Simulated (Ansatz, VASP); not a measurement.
# One calculation of Cd, two programs

```xyz
1
Lattice="0.0000 2.2539 2.2539 2.2539 0.0000 2.2539 2.2539 2.2539 0.0000" Properties=species:S:1:pos:R:3 pbc="T T T"
Cd    0.0000    0.0000    0.0000
```

Alike in both runs: task relaxation of cell and atoms; functional PBE; k mesh 16 × 16 × 16; occupations fermi-dirac, width 0.05 eV; no spin polarisation.

|  | VASP | Ansatz |
| --- | --- | --- |
| version | VASP 6.6.1 | Ansatz 0.2.0 |
| potentials or method | VASP PAW PBE potentials, release 64 (Cd), cutoff 600 eV | all-electron LAPW, scalar-relativistic |

```tsv
	VASP	Ansatz	Ansatz less VASP
relaxed volume (Å³/atom)	22.96	22.90	-0.064
relaxed cell length with the largest relative difference (Å)	3.190	3.187	-0.0030
```

Ansatz ran all-electron here, so the differences hold the error of VASP's frozen core and of both bases.
